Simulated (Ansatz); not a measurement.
## MnO: band structure with revPBE0

MnO:

```
Mn O
1.0
     0.00000    2.22391    2.22391
     2.22391    0.00000    2.22391
     2.22391    2.22391    0.00000
Mn O
1 1
Direct
  0.00000 0.00000 0.00000
  0.50000 0.50000 0.50000
```

The cell is a database's computed one.

```json
{"Program": "Ansatz 0.2.0", "Task": "band structure", "Functional": "revPBE0", "Potentials or basis": "Ansatz PAW", "Cutoff": "420 eV (not typed: the program's choice for these potentials)", "k mesh": "6 × 6 × 6", "Occupations": "fermi-dirac, width 0.05 eV", "Spin": "collinear spin, ferromagnetic start", "Starting moments": "[4.0, 0.0] μB", "Path": "[[\"G\", \"X\", \"W\", \"K\", \"G\", \"L\", \"U\", \"W\", \"L\", \"K\"], [\"U\", \"X\"]]", "Points for each segment of the path": "4"}
```

The pressure is 3.7 GPa, the band gap on the k mesh is 2.00 eV, indirect (least direct gap 4.79 eV) and the band gap along the path is 2.00 eV, indirect (least direct gap 4.79 eV). The net moment is 5.00 μB per cell, the absolute moment is 5.00 μB per cell and the site moments are Mn +4.31; O +0.22 μB.

Levels at the corners of the path, in eV from the valence-band top:
Spin up:
| point | band 9 | band 10 | band 11 | band 12 | band 13 | band 14 | band 15 | band 16 | band 17 |
| --- | --- | --- | --- | --- | --- | --- | --- | --- | --- |
| Γ | -3.69 | -3.69 | -3.42 | -3.42 | -3.42 | 2.00 | 16.67 | 19.15 | 19.15 |
| X | -4.60 | -3.29 | -2.92 | -2.92 | -2.88 | 7.91 | 10.96 | 12.92 | 17.00 |
| W | -3.05 | -3.05 | -2.97 | -2.92 | -1.44 | 10.11 | 11.19 | 11.19 | 14.00 |
| K | -3.75 | -3.06 | -2.70 | -2.41 | -1.45 | 9.37 | 10.96 | 10.97 | 16.46 |
| Γ | -3.69 | -3.69 | -3.42 | -3.42 | -3.42 | 2.00 | 16.67 | 19.15 | 19.15 |
| L | -3.19 | -3.19 | -2.48 | 0.00 | 0.00 | 6.06 | 11.00 | 14.83 | 14.83 |
| U | -3.75 | -3.06 | -2.70 | -2.41 | -1.45 | 9.37 | 10.96 | 10.97 | 16.46 |
| W | -3.05 | -3.05 | -2.97 | -2.92 | -1.44 | 10.11 | 11.19 | 11.19 | 14.00 |
| L | -3.19 | -3.19 | -2.48 | 0.00 | 0.00 | 6.06 | 11.00 | 14.83 | 14.83 |
| K | -3.75 | -3.06 | -2.70 | -2.41 | -1.45 | 9.37 | 10.96 | 10.97 | 16.46 |
| U | -3.75 | -3.06 | -2.70 | -2.41 | -1.45 | 9.37 | 10.96 | 10.97 | 16.46 |
| X | -4.60 | -3.29 | -2.92 | -2.92 | -2.88 | 7.91 | 10.96 | 12.92 | 17.00 |
Spin down:
| point | band 6 | band 7 | band 8 | band 9 | band 10 | band 11 |
| --- | --- | --- | --- | --- | --- | --- |
| Γ | -2.79 | -2.79 | -2.79 | 3.55 | 4.94 | 4.94 |
| X | -6.26 | -3.92 | -3.92 | 2.80 | 6.42 | 6.56 |
| W | -5.40 | -5.40 | -4.80 | 5.42 | 5.42 | 6.61 |
| K | -5.83 | -5.36 | -4.16 | 4.32 | 6.66 | 6.81 |
| Γ | -2.79 | -2.79 | -2.79 | 3.55 | 4.94 | 4.94 |
| L | -7.19 | -4.28 | -4.28 | 6.27 | 6.55 | 6.55 |
| U | -5.83 | -5.36 | -4.16 | 4.32 | 6.66 | 6.81 |
| W | -5.40 | -5.40 | -4.80 | 5.42 | 5.42 | 6.61 |
| L | -7.19 | -4.28 | -4.28 | 6.27 | 6.55 | 6.55 |
| K | -5.83 | -5.36 | -4.16 | 4.32 | 6.66 | 6.81 |
| U | -5.83 | -5.36 | -4.16 | 4.32 | 6.66 | 6.81 |
| X | -6.26 | -3.92 | -3.92 | 2.80 | 6.42 | 6.56 |

Wall time 2.2 min on 2 threads of INTEL(R) XEON(R) PLATINUM 8581C CPU @ 2.30GHz (Emerald Rapids), with other jobs on the host, peak memory 0.84 GiB.

Caveat: the magnetic or orbital state may not be the lowest; the pressure holds a Pulay correction of +0.6 GPa for the finite cutoff; a cell with one magnetic atom can't hold antiferromagnetic order, which such compounds often take; the PAW data sets come from PBE, with cores solved anew for the run's functional, which leaves a small shift of forces and pressure; the thresholds are loose for stress.
